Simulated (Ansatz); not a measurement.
# Ge (Fd-3m) in Ansatz: a series of runs

The runs below take Ge through single point, relaxation of cell and atoms, with PBE, LDA.

All numbers are computed with Ansatz 0.2.0; they aren't measurements. Logs are shortened: lines on timing, memory, paths and dates and some standing lists are left out, and cuts for length are marked.

**What was measured.**

“Temperature-dependent photoluminescence in Ge: experiment and theory”, 2020, arxiv:2003.00143 reports, for a bulk crystal of Ge at 0 K: band gap 0.744 eV (indirect).

How close the calculation comes is told below.

**1. The crystal as given**

It takes space group Fd-3m (No. 227, cubic). The conventional cell has a = 5.658 Å, b = 5.658 Å, c = 5.658 Å, α = 90.00°, β = 90.00°, γ = 90.00°. Around Ge (site symmetry -43m) lie 4 Ge at 2.45 Å.

**2. Single point, PBE**

input.yaml reads:

```yaml
crystal:
  lattice:
    - [0.0, 2.82891, 2.82891]
    - [2.82891, 0.0, 2.82891]
    - [2.82891, 2.82891, 0.0]
  atoms:
    - { symbol: Ge, position: [0.75, 0.75, 0.75] }
    - { symbol: Ge, position: [0.5, 0.5, 0.5] }
kpoints:
  mp_grid: { grid: [8, 8, 8] }
scf:
  occupations: { method: gaussian, width: 0.014 }
hamiltonian:
  xc: pbe
  pseudopotentials: { kind: all_electron, lapw: { basis_error: 0.001 } }
output:
  forces: true
  stress: true
  eigenvalues: true
```

Potentials or basis: all-electron LAPW, scalar-relativistic.

Launch:

```bash
$ ansatz run input.yaml --threads 1 --pin off --max-ram 3072MiB --backend cpu --events-out ev --progress --plain --runs-dir out
```

What it wrote:

```text
Warning: RAYON_NUM_THREADS=1 ignored (pool sized by the plan → 1); use --threads N
LAPW: plane waves up to 9.112 Å⁻¹, error target 1.0e-3 eV per atom; small_component_spin mean_spin; Ge in spheres of 1.225 Å, 22 of its electrons in bands, Dirac shells [] (how accurate: hamiltonian.pseudopotentials.lapw.basis_error, Limitations)
Engine: ansatz 0.2.0, aarch64-unknown-linux-gnu
Pseudopotentials: kind: all_electron
Pseudopotential: Ge, LAPW, valence charge 22, lapw/all_electron/scalar/gaussian/Ge, Koelling and Harmon's equation, gaussian nucleus
Functional definition: PBE
  parameter kappa = 0.804
  parameter beta = 0.06672455060314922
  exchange = pbe_x(kappa = kappa, mu = beta*pi^2/3)
  correlation = pbe_c(beta = beta)
Crystal: 2 atoms, lattice volume = 45.278 Å³
Basis set: ecut = 316.31511116692195 eV, 561 PW (Γ), exchange–correlation at level 2
Bands: 27, of which v1, the nominal top of the filled ones, is band 22 counted from 1 (21 counted from 0)
Symmetry: 48 space group operations
Space group: Fd-3m (ITA 227), of the structure as read, at distance tolerance 3.6e-5 Å
k-points: 29 of 512
Non-local potential: Ge, projectors of the file, none
Initial density: superposition of atomic densities (chi_scale 0.1, normalization cell)
Initial wavefunctions: plane waves of lowest kinetic energy (no species holds an atomic orbital)
Functional: x = pbe(κ = 0.804, μ = 0.2195149727645171), c = pbe(β = 0.06672455060314922)
iter 1 solved again at ethr=9.87e-4 eV; its pass at ethr=1.00e-1 eV (dr2=4.34e-1 eV) is discarded
SCF iter   1: F=—  HF=-114232.656386 eV  |F-HF|=—  |Δ(HF+E_count)|=         —  Δρ=2.92e-2  dr2=4.36e-1  ethr=9.87e-4  ⟨swp⟩=2.1  Hψ=4817  notcnv=0
preconditioner: auto → none  [insulator: Δε(μ)=0.022 eV  Ē_g=24.292 eV  σ=0.014 eV  W_gap=0.70  n_scr=14 (ndim 8)  ℏωp=29.2 eV  f_vac=0.087  D(μ)=0.29/eV (n_scr^D=0)  ε∞_Penn≈2.4]
SCF iter   2: F=—  HF=-114232.588046 eV  |F-HF|=—  |Δ(HF+E_count)|=   6.83e-2  Δρ=1.32e-2  dr2=8.37e-2  ethr=9.87e-4  ⟨swp⟩=2.0  Hψ=2320  notcnv=0
iter 3 solved again at ethr=6.68e-7 eV; its pass at ethr=1.90e-4 eV (dr2=2.94e-4 eV) is discarded
SCF iter   3: F=—  HF=-114232.583064 eV  |F-HF|=—  |Δ(HF+E_count)|=   4.98e-3  Δρ=1.12e-3  dr2=2.95e-4  ethr=6.68e-7  ⟨swp⟩=2.7  Hψ=3993  notcnv=0
SCF iter   4: F=—  HF=-114232.579038 eV  |F-HF|=—  |Δ(HF+E_count)|=         —  Δρ=4.61e-4  dr2=5.67e-5  ethr=6.68e-7  ⟨swp⟩=3.0  Hψ=2469  notcnv=0
the basis was enlarged: its passes take 114.8 KiB over the memory plan, 1 of 1 planned eigensolver slots
SCF iter   5: F=—  HF=-114232.579126 eV  |F-HF|=—  |Δ(HF+E_count)|=   8.87e-5  Δρ=8.09e-5  dr2=1.98e-6  ethr=1.29e-7  ⟨swp⟩=3.0  Hψ=2314  notcnv=0
SCF iter   6: F=-114232.579132 eV  HF=-114232.579132 eV  |F-HF|=6.34e-8  |Δ(HF+E_count)|=   5.70e-6  Δρ=8.56e-6  dr2=2.76e-8  ethr=4.50e-9  ⟨swp⟩=3.0  Hψ=2294  notcnv=0
SCF 1 converged in 6 iterations: F = -114232.579132 eV  dr2 = 2.76e-8
SCF converged after 6 iterations
Free energy (F): -114232.579132 eV
Harris-Foulkes:  -114232.579132 eV  (|F-HF|=6.34e-8)
Internal energy: -114232.579122 eV  (E = F + TS)
E sigma→0 (E₀):  -114232.579127 eV
Entropy (-TS):   -0.000010 eV (-0.005 meV/atom)
Fermi energy:    10.007427 eV
--- Per-component energies (eV) ---
  E_band       = -2085.242889
  E_kinetic    = 116630.341217
  E_xc         = -4340.946934
  E_electrostatic = -226521.973405  (all electrons and nuclei)
  E_smearing   = -0.000010  (= −TS)
  E_closure    = 0.000000  (closes the sum)
  E_atoms      = -114223.599835  (free atoms, spherical and without spin; not in F)
  Σ components = -114232.579132   (vs F -114232.579132, Δ=0.00e0)
  Basis errors (estimates in eV, not in F): energy 4.4e-4 per atom: plane waves 3.9e-4 (2.3e-4 summed), levels above the bands 0.0e0, relativity 3.2e-8, radial functions 4.5e-5, core shells 2.1e-11; eigenvalues (radial functions only) 4.2e-7; not estimated: angular momenta, meshes, grids; target (lapw.basis_error) 1.0e-3; muffin-tin radii Ge 1.225 Å
--- Forces (eV/Å), atoms counted from 1 ---
  atom   1  Ge     0.00000000     0.00000000     0.00000000
  atom   2  Ge     0.00000000     0.00000000     0.00000000
  max |Σ_I F_I| component: 1.16e-18 eV/Å
--- Stress (GPa, compression-positive) ---
        3.555128       0.000000       0.000000
        0.000000       3.555128       0.000000
        0.000000       0.000000       3.555128
  P = ⅓ Tr σ = 3.5551 GPa (35.551 kbar)
--- Band table (eV; the first three rows and the last of 29) ---
  k-point 0: bands = ["-153.7915", "-153.7891", "-100.9236", "-100.9236", "-100.9236", "-100.9149", "-100.9149", "-100.9149", "-14.8253", "-14.8253", "-14.8253", "-14.7901", "-14.7901", "-14.5781", "-14.5781", "-14.5781", "-14.5658", "-14.5658", "-2.7845", "9.9870", "9.9870", "9.9870", "10.0229", "12.5381", "12.5381", "12.5381", "16.4143"]
  k-point 1: bands = ["-153.7914", "-153.7892", "-100.9237", "-100.9237", "-100.9235", "-100.9151", "-100.9148", "-100.9148", "-14.8335", "-14.8335", "-14.8228", "-14.7786", "-14.7786", "-14.5906", "-14.5906", "-14.5811", "-14.5552", "-14.5552", "-2.5942", "7.6339", "9.6521", "9.6521", "11.0286", "12.9863", "12.9863", "13.4758", "17.3421"]
  k-point 2: bands = ["-153.7912", "-153.7894", "-100.9239", "-100.9239", "-100.9231", "-100.9154", "-100.9147", "-100.9147", "-14.8436", "-14.8436", "-14.8166", "-14.7614", "-14.7614", "-14.6046", "-14.6046", "-14.5883", "-14.5447", "-14.5447", "-2.0421", "5.2719", "9.1049", "9.1049", "10.6606", "13.6174", "13.6174", "15.6231", "18.0115"]
  k-point 28: bands = ["-153.7903", "-153.7903", "-100.9247", "-100.9247", "-100.9193", "-100.9193", "-100.9138", "-100.9138", "-14.8730", "-14.8730", "-14.7314", "-14.7314", "-14.6829", "-14.6829", "-14.6506", "-14.6506", "-14.5115", "-14.5115", "1.2000", "1.2000", "6.0853", "6.0853", "14.3118", "14.3118", "14.7020", "14.7020", "21.0045"]
```

Run time: 7.3 s. Hardware: 1 thread of Arm Neoverse V2, shared host; peak memory 0.28 GiB.

What came out:

```yaml
Free_energy: -114232.5791 eV
Pressure: 3.6 GPa
Band_gap_on_the_k_mesh: 0.04 eV, direct
```

Levels at points of the mesh, in eV from the valence-band top:
```csv
k point,band 20,band 21,band 22,band 23,band 24,band 25
"(0.00, 0.00, 0.00)",0.00,0.00,0.00,0.04,2.55,2.55
"(0.00, 0.00, -0.50)",-7.60,-1.40,-1.40,0.18,3.74,3.74
"(0.00, -0.50, -0.50)",-8.88,-3.07,-3.07,0.75,0.75,9.51
```

**3. Relaxation of cell and atoms, LDA**

input.yaml, as its differences from that of step 2:

```diff
@@ -11,5 +11,5 @@
 scf:
-  occupations: { method: gaussian, width: 0.014 }
+  occupations: { method: fermi_dirac, width: 0.05 }
 hamiltonian:
-  xc: pbe
+  xc: lda
   pseudopotentials: { kind: all_electron, lapw: { basis_error: 0.001 } }
@@ -18,2 +18,5 @@
   stress: true
-  eigenvalues: true
+relax:
+  f_tol: 0.005
+  max_steps: 60
+  cell: {}
```

Potentials or basis: all-electron LAPW, scalar-relativistic.

Launch:

```bash
$ ansatz run input.yaml --threads 1 --pin off --max-ram 3072MiB --backend cpu --events-out ev --progress --plain --runs-dir out
```

It took 18 s on 1 thread of Arm Neoverse V2, shared host; peak memory 0.3 GiB.

Results (log left out):

```yaml
Free_energy: -114074.3106 eV
Relaxed_volume: 22.22 Å³/atom
Relaxed_cell: a = 3.976 Å, b = 3.976 Å, c = 3.976 Å, α = 60.00°, β = 60.00°, γ = 60.00°
Space_group_after_relaxing_to_0.05_Å: Fd-3m (No. 227)
Energy_gained_by_relaxing: 1.7 meV/atom
Ionic_steps: 4
Pressure_after_relaxing: 0.0 GPa
```

Step by step:
```tsv
step	energy change (eV)	largest force (eV/Å)	volume (Å³)
1	0.0000	0.0000	45.28
2	-0.0032	0.0000	44.61
3	-0.0033	0.0000	44.44
4	-0.0033	0.0000	44.44
```

Final structure:
```
Ge
1.0
     0.00000    2.81125    2.81125
     2.81125    0.00000    2.81125
     2.81125    2.81125    0.00000
Ge
2
Direct
  0.75000 0.75000 0.75000
  0.50000 0.50000 0.50000
```

**4. How close it comes**

Step 2. Against the measured gap of Ge, 0.744 eV (indirect; 0 K; “Temperature-dependent photoluminescence in Ge: experiment and theory”, 2020, arxiv:2003.00143), the calculated 0.04 eV is off by -0.71 eV. 3 values of this kind are on record (0.666 to 0.807 eV); this one was drawn at random among those near their median. Spin-orbit coupling on Ge is left out. The value is that of PBE on a finite k mesh, which can miss the band edges, without temperature or zero-point motion. Semilocal functionals fall short of measured gaps as a rule.

Step 3. The cell as given is a measured one (22.64 Å³/atom); LDA puts the equilibrium volume -1.9 % from it, thermal expansion not counted.
